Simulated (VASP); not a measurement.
Here is a VASP 6.6.1 calculation.

The input INCAR:

```
SYSTEM = MgS
PREC = Accurate
ENCUT = 520
EDIFF = 1E-6
ISMEAR = 0
SIGMA = 0.02
LREAL = .False.
LASPH = .True.
NELM = 80
ALGO = Normal
ISIF = 2
LWAVE = .False.
LCHARG = .True.
GGA = PE
LELF = .True.
LVHAR = .True.
NBANDS = 16
```

KPOINTS

```
regular mesh
0
Gamma
  9 9 6
  0 0 0
```

The input POSCAR:

```
MgS
1.0
    3.6658950079      0.0000000000      0.0000000000
   -1.8329475040      3.1747582045      0.0000000000
    0.0000000000      0.0000000000      6.1789662583
Mg S
2 2
Direct
    0.0000000000      0.0000000000      0.0000000000
    0.0000000000      0.0000000000      0.5000000000
    0.3333333333      0.6666666667      0.2500000000
    0.6666666667      0.3333333333      0.7500000000
```

Potentials or basis: VASP PAW PBE potentials, release 64 (Mg, S).

Command:

```console
$ cat potpaw_PBE.64/Mg/POTCAR potpaw_PBE.64/S/POTCAR > POTCAR
$ mpirun -np 1 vasp_std > vasp.out
```

Q: Predict the band gap on the k mesh.

A: 3.38 eV, indirect (least direct gap 3.40 eV).

Q: Estimate the pressure.

A: -0.3 GPa.

Caveat: an odd mesh through Γ misses points on the zone boundary, where band edges often lie. As with any semilocal functional, this PBE gap is likely too small.
